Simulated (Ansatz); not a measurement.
# Sb (Fm-3m) in Ansatz: a series of runs

One crystal, Sb, is run at these levels: PBEsol; tasks: single point.

Everything below comes from runs of Ansatz 0.2.0. Logs are shortened: lines on timing, memory, paths and dates and some standing lists are left out, and cuts for length are marked.

## 1. The structure

The structure is cubic, space group Fm-3m (No. 225). Conventional cell: a = 4.742 Å, b = 4.742 Å, c = 4.742 Å, α = 90.00°, β = 90.00°, γ = 90.00°. Sb (site symmetry m-3m) has 12 Sb at 3.35 Å as nearest neighbours.

This isn't the form of Sb at room conditions, which is rhombohedral.

## 2. Single point, PBEsol, 25.07 Å³/atom (volume scaled by 0.94)

input.yaml reads:

```yaml
crystal:
  lattice:
    - [0.0, 2.3228362346, 2.3228362346]
    - [2.3228362346, 0.0, 2.3228362346]
    - [2.3228362346, 2.3228362346, 0.0]
  atoms:
    - { symbol: Sb, position: [0.0, 0.0, 0.0] }
kpoints:
  mp_grid: { grid: [10, 10, 10] }
scf:
  occupations: { method: fermi_dirac, width: 0.05 }
hamiltonian:
  xc: pbesol
  pseudopotentials: { kind: all_electron, lapw: { basis_error: 0.0005 } }
output:
  forces: true
  stress: true
  eigenvalues: true
```

Potentials or basis: all-electron LAPW, scalar-relativistic.

Launch:

```console
$ ansatz run input.yaml --threads 1 --pin off --max-ram 3072MiB --backend cpu --events-out ev --progress --plain --runs-dir out
```

Output:

```text
Warning: RAYON_NUM_THREADS=1 ignored (pool sized by the plan → 1); use --threads N
LAPW: plane waves up to 6.875 Å⁻¹, error target 5.0e-4 eV per atom; small_component_spin mean_spin; Sb in spheres of 1.642 Å, 23 of its electrons in bands, Dirac shells [] (how accurate: hamiltonian.pseudopotentials.lapw.basis_error, Limitations)
Engine: ansatz 0.2.0, aarch64-unknown-linux-gnu
Pseudopotentials: kind: all_electron
Pseudopotential: Sb, LAPW, valence charge 23, lapw/all_electron/scalar/gaussian/Sb, Koelling and Harmon's equation, gaussian nucleus
Functional definition: PBEsol
  exchange = pbesol_x
  correlation = pbesol_c
Crystal: 1 atoms, lattice volume = 25.066 Å³
Basis set: ecut = 180.0946042034512 eV, 137 PW (Γ), exchange–correlation at level 2
Bands: 16, of which v1, the nominal top of the filled ones, is band 12 counted from 1 (11 counted from 0)
Symmetry: 48 space group operations
Space group: Fm-3m (ITA 225), of the structure as read, at distance tolerance 2.9e-5 Å
k-points: 47 of 1000
Non-local potential: Sb, projectors of the file, none
Initial density: superposition of atomic densities (chi_scale 0.1, normalization cell)
Initial wavefunctions: plane waves of lowest kinetic energy (no species holds an atomic orbital)
Functional: x = pbesol(κ = 0.804, μ = 0.12345679012345678), c = pbesol(β = 0.046)
iter 1 solved again at ethr=1.31e-5 eV; its pass at ethr=1.00e-1 eV (dr2=3.01e-3 eV) is discarded
SCF iter   1: F=—  HF=-176291.548881 eV  |F-HF|=—  |Δ(HF+E_count)|=         —  Δρ=4.54e-3  dr2=3.07e-3  ethr=1.31e-5  ⟨swp⟩=4.0  Hψ=5542  notcnv=0
preconditioner: auto → none  [metal: Δε(μ)=0.017 eV  Ē_g=13.024 eV  σ=0.050 eV  W_gap=0.08  n_scr=8 (ndim 8)  ℏωp=16.6 eV  f_vac=0.000  D(μ)=0.76/eV (n_scr^D=8)  sad-step TF]
SCF iter   2: F=—  HF=-176291.538742 eV  |F-HF|=—  |Δ(HF+E_count)|=   1.01e-2  Δρ=2.61e-3  dr2=1.26e-3  ethr=1.31e-5  ⟨swp⟩=2.0  Hψ=2105  notcnv=0
SCF iter   3: F=—  HF=-176291.537624 eV  |F-HF|=—  |Δ(HF+E_count)|=   1.12e-3  Δρ=7.89e-4  dr2=1.30e-4  ethr=5.47e-6  ⟨swp⟩=2.0  Hψ=2106  notcnv=0
iter 4 solved again at ethr=3.48e-8 eV; its pass at ethr=5.66e-7 eV (dr2=8.00e-6 eV) is discarded
SCF iter   4: F=—  HF=-176291.537578 eV  |F-HF|=—  |Δ(HF+E_count)|=   4.66e-5  Δρ=1.80e-4  dr2=7.99e-6  ethr=3.48e-8  ⟨swp⟩=2.0  Hψ=3585  notcnv=0
SCF iter   5: F=-176291.537579 eV  HF=-176291.537579 eV  |F-HF|=1.60e-8  |Δ(HF+E_count)|=   1.89e-6  Δρ=9.74e-6  dr2=2.33e-8  ethr=3.48e-8  ⟨swp⟩=2.0  Hψ=2105  notcnv=0
SCF 1 converged in 5 iterations: F = -176291.537579 eV  dr2 = 2.33e-8
SCF converged after 5 iterations
Free energy (F): -176291.537579 eV
Harris-Foulkes:  -176291.537579 eV  (|F-HF|=1.60e-8)
Internal energy: -176291.531239 eV  (E = F + TS)
E sigma→0 (E₀):  -176291.534409 eV
Entropy (-TS):   -0.006340 eV (-6.340 meV/atom)
Fermi energy:    15.858041 eV
--- Per-component energies (eV) ---
  E_band       = -826.914609
  E_kinetic    = 185777.376963
  E_xc         = -4566.862798
  E_electrostatic = -357502.045404  (all electrons and nuclei)
  E_smearing   = -0.006340  (= −TS)
  E_closure    = 0.000000  (closes the sum)
  E_atoms      = -176287.264445  (free atoms, spherical and without spin; not in F)
  Σ components = -176291.537579   (vs F -176291.537579, Δ=0.00e0)
  Basis errors (estimates in eV, not in F): energy 9.3e-5 per atom: plane waves 9.2e-5 (6.6e-5 summed), levels above the bands 1.3e-86, relativity 1.5e-9, radial functions 1.4e-6, core shells 5.1e-11; eigenvalues (radial functions only) 1.9e-4; not estimated: angular momenta, meshes, grids; target (lapw.basis_error) 5.0e-4; muffin-tin radii Sb 1.642 Å
--- Forces (eV/Å), atoms counted from 1 ---
  atom   1  Sb    -0.00000000     0.00000000     0.00000000
  max |Σ_I F_I| component: 1.15e-31 eV/Å
--- Stress (GPa, compression-positive) ---
        2.931444       0.000000      -0.000000
        0.000000       2.931444      -0.000000
       -0.000000      -0.000000       2.931444
  P = ⅓ Tr σ = 2.9314 GPa (29.314 kbar)
--- Band table (eV; the first three rows and the last of 47) ---
  k-point 0: bands = ["-128.4013", "-81.4276", "-81.4276", "-81.4276", "-13.3835", "-13.3835", "-13.3835", "-13.3330", "-13.3330", "2.3692", "21.7343", "21.7343", "21.7343", "26.0458", "26.7307", "26.7307"]
  k-point 1: bands = ["-128.4013", "-81.4278", "-81.4276", "-81.4276", "-13.3824", "-13.3783", "-13.3783", "-13.3327", "-13.3327", "2.5810", "19.8654", "21.4524", "21.4524", "25.0870", "27.2207", "27.2207"]
  k-point 2: bands = ["-128.4012", "-81.4283", "-81.4277", "-81.4277", "-13.3797", "-13.3704", "-13.3704", "-13.3262", "-13.3262", "3.2135", "16.6714", "20.8770", "20.8770", "24.6424", "27.5659", "27.5659"]
  k-point 46: bands = ["-128.4011", "-81.4292", "-81.4289", "-81.4285", "-13.3788", "-13.3694", "-13.3271", "-13.3073", "-13.2681", "8.6222", "11.7964", "13.2497", "14.3254", "24.8038", "25.4583", "29.2207"]
```

Run time: 2.8 s. Hardware: 1 thread of Arm Neoverse V2, shared host; peak memory 0.23 GiB.

What came out:

| Quantity | Value |
| --- | --- |
| Free energy | -176291.5376 eV |
| Pressure | 2.9 GPa |
| Band gap on the k mesh | none (metal or under the smearing width) |

## 3. Single point, PBEsol, 25.60 Å³/atom (volume scaled by 0.96)

input.yaml, as its differences from that of step 2:

```diff
@@ -2,5 +2,5 @@
   lattice:
-    - [0.0, 2.3228362346, 2.3228362346]
-    - [2.3228362346, 0.0, 2.3228362346]
-    - [2.3228362346, 2.3228362346, 0.0]
+    - [0.0, 2.3391947752, 2.3391947752]
+    - [2.3391947752, 0.0, 2.3391947752]
+    - [2.3391947752, 2.3391947752, 0.0]
   atoms:
```

Potentials or basis: all-electron LAPW, scalar-relativistic.

Launch:

```console
$ ansatz run input.yaml --threads 1 --pin off --max-ram 3072MiB --backend cpu --events-out ev --progress --plain --runs-dir out
```

It took 2.5 s on 1 thread of Arm Neoverse V2, shared host; peak memory 0.23 GiB.

It converged, with:

```yaml
Free_energy: -176291.5447 eV
Pressure: 1.4 GPa
Band_gap_on_the_k_mesh: none (metal or under the smearing width)
```

## 4. Single point, PBEsol, 26.13 Å³/atom (volume scaled by 0.98)

input.yaml, as its differences from that of step 3:

```diff
@@ -2,5 +2,5 @@
   lattice:
-    - [0.0, 2.3391947752, 2.3391947752]
-    - [2.3391947752, 0.0, 2.3391947752]
-    - [2.3391947752, 2.3391947752, 0.0]
+    - [0.0, 2.3553276627, 2.3553276627]
+    - [2.3553276627, 0.0, 2.3553276627]
+    - [2.3553276627, 2.3553276627, 0.0]
   atoms:
```

Launch:

```console
$ ansatz run input.yaml --threads 1 --pin off --max-ram 3072MiB --backend cpu --events-out ev --progress --plain --runs-dir out
```

Wall time 3.1 s (1 thread of Arm Neoverse V2, shared host); peak memory 0.23 GiB.

The run converged. Its results:

```yaml
Free_energy: -176291.5470 eV
Pressure: 0.0 GPa
Band_gap_on_the_k_mesh: none (metal or under the smearing width)
```

## 5. Single point, PBEsol, 26.67 Å³/atom

input.yaml, as its differences from that of step 4:

```diff
@@ -2,5 +2,5 @@
   lattice:
-    - [0.0, 2.3553276627, 2.3553276627]
-    - [2.3553276627, 0.0, 2.3553276627]
-    - [2.3553276627, 2.3553276627, 0.0]
+    - [0.0, 2.3712425216, 2.3712425216]
+    - [2.3712425216, 0.0, 2.3712425216]
+    - [2.3712425216, 2.3712425216, 0.0]
   atoms:
```

Launch:

```console
$ ansatz run input.yaml --threads 1 --pin off --max-ram 3072MiB --backend cpu --events-out ev --progress --plain --runs-dir out
```

Run time: 3.1 s. Hardware: 1 thread of Arm Neoverse V2, shared host; peak memory 0.23 GiB.

The run converged. Its results:

```yaml
Free_energy: -176291.5451 eV
Pressure: -1.2 GPa
Band_gap_on_the_k_mesh: none (metal or under the smearing width)
```

## 6. Single point, PBEsol, 27.20 Å³/atom (volume scaled by 1.02)

input.yaml, as its differences from that of step 5:

```diff
@@ -2,5 +2,5 @@
   lattice:
-    - [0.0, 2.3712425216, 2.3712425216]
-    - [2.3712425216, 0.0, 2.3712425216]
-    - [2.3712425216, 2.3712425216, 0.0]
+    - [0.0, 2.3869465721, 2.3869465721]
+    - [2.3869465721, 0.0, 2.3869465721]
+    - [2.3869465721, 2.3869465721, 0.0]
   atoms:
```

Potentials or basis: all-electron LAPW, scalar-relativistic.

Launch:

```console
$ ansatz run input.yaml --threads 1 --pin off --max-ram 3072MiB --backend cpu --events-out ev --progress --plain --runs-dir out
```

Run time: 3.1 s. Hardware: 1 thread of Arm Neoverse V2, shared host; peak memory 0.23 GiB.

It converged, with:

```yaml
Free_energy: -176291.5392 eV
Pressure: -2.3 GPa
Band_gap_on_the_k_mesh: none (metal or under the smearing width)
```

## 7. Single point, PBEsol, 27.73 Å³/atom (volume scaled by 1.04)

input.yaml, as its differences from that of step 6:

```diff
@@ -2,5 +2,5 @@
   lattice:
-    - [0.0, 2.3869465721, 2.3869465721]
-    - [2.3869465721, 0.0, 2.3869465721]
-    - [2.3869465721, 2.3869465721, 0.0]
+    - [0.0, 2.4024466595, 2.4024466595]
+    - [2.4024466595, 0.0, 2.4024466595]
+    - [2.4024466595, 2.4024466595, 0.0]
   atoms:
```

Launch:

```console
$ ansatz run input.yaml --threads 1 --pin off --max-ram 3072MiB --backend cpu --events-out ev --progress --plain --runs-dir out
```

It took 2.9 s on 1 thread of Arm Neoverse V2, shared host; peak memory 0.23 GiB.

It converged, with:

```
Free energy            : -176291.5296 eV
Pressure               : -3.4 GPa
Band gap on the k mesh : none (metal or under the smearing width)
```

## 8. Single point, PBEsol, 28.27 Å³/atom (volume scaled by 1.06)

input.yaml, as its differences from that of step 7:

```diff
@@ -2,5 +2,5 @@
   lattice:
-    - [0.0, 2.4024466595, 2.4024466595]
-    - [2.4024466595, 0.0, 2.4024466595]
-    - [2.4024466595, 2.4024466595, 0.0]
+    - [0.0, 2.4177492801, 2.4177492801]
+    - [2.4177492801, 0.0, 2.4177492801]
+    - [2.4177492801, 2.4177492801, 0.0]
   atoms:
```

Launch:

```console
$ ansatz run input.yaml --threads 1 --pin off --max-ram 3072MiB --backend cpu --events-out ev --progress --plain --runs-dir out
```

Run time: 2.9 s. Hardware: 1 thread of Arm Neoverse V2, shared host; peak memory 0.23 GiB.

Results (log left out):

```yaml
Free_energy: -176291.5167 eV
Pressure: -4.3 GPa
Band_gap_on_the_k_mesh: none (metal or under the smearing width)
```

## 9. The reference run

An earlier run on the cell as given: functional PBEsol; potentials or basis all-electron LAPW, scalar-relativistic; cutoff 156 eV (chosen from the basis error); basis error allowed 0.001 eV/atom; k mesh 10 × 10 × 10; occupations fermi-dirac, width 0.05 eV; no spin polarisation.

* Pressure: -1.2 GPa
* Band gap on the k mesh: none (metal or under the smearing width)
